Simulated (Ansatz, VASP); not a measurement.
H: VASP beside Ansatz

The input INCAR:

```
SYSTEM = H
  ALGO = Normal
  EDIFF = 1E-7
  ENCUT = 520
  GGA = PE
  ISIF = 2
  ISMEAR = -1
  LASPH = .TRUE.
  LCHARG = .FALSE.
  LREAL = .FALSE.
  LWAVE = .FALSE.
  NBANDS = 8
  NELM = 60
  PREC = Accurate
  SIGMA = 0.05
```

The input KPOINTS:

```
k-points
0
G
  11 11 11
  0 0 0
```

Contents of POSCAR:

```
H
1.0
   -1.7137940552      1.7137940552      2.0855622805
    1.7137940552     -1.7137940552      2.0855622805
    1.7137940552      1.7137940552     -2.0855622805
H
2
Direct
    0.0901377100      0.0901377100      0.0000000000
    0.9098622900      0.9098622900      0.0000000000
```

Contents of input.yaml:

```yaml
crystal:
  lattice:
    - [-1.7137940552, 1.7137940552, 2.0855622805]
    - [1.7137940552, -1.7137940552, 2.0855622805]
    - [1.7137940552, 1.7137940552, -2.0855622805]
  atoms:
    - { symbol: H, position: [0.09013771, 0.09013771, 0.0] }
    - { symbol: H, position: [0.90986229, 0.90986229, 0.0] }
hamiltonian:
  xc: pbe
  pseudopotentials: { kind: paw }
kpoints:
  mp_grid: { grid: [11, 11, 11] }
scf:
  occupations: { method: fermi_dirac, width: 0.05 }
output:
  forces: true
  stress: true
  eigenvalues: true
```

Change from the starting cell: volume scaled by 1.04.

Alike in both runs: task single point; functional PBE; k mesh 11 × 11 × 11; occupations fermi-dirac, width 0.05 eV; no spin polarisation.

|  | VASP | Ansatz |
| --- | --- | --- |
| version | VASP 6.6.1 | Ansatz 0.2.0 |
| potentials or method | VASP PAW PBE potentials, release 64 (H) | Ansatz PAW |
| plane-wave cutoff (eV) | 520 | 420 |
| valence electrons in the cell | 2 | 2 |

|  | VASP | Ansatz | Ansatz less VASP |
| --- | --- | --- | --- |
| gap on the k mesh at the Fermi level (eV) | 9.01 | 9.01 | +0.003 |
| least direct gap on the mesh (eV) | 9.76 | 9.76 | +0.003 |
| pressure (GPa) | 0.0 | 0.2 | +0.21 |
| largest component of the traceless stress (GPa) | 0.25 | 0.18 | -0.069 |
| rms of the force components (eV/Å) | 0.043 | 0.036 | -0.0064 |

Atom by atom the forces differ by 0.006 eV/Å (rms over components).

Caveats: an odd mesh through Γ misses points on the zone boundary, where band edges often lie (VASP); odd divisions of the mesh miss points on the zone boundary, where band edges often lie, so the gap on the mesh can be too wide (Ansatz).
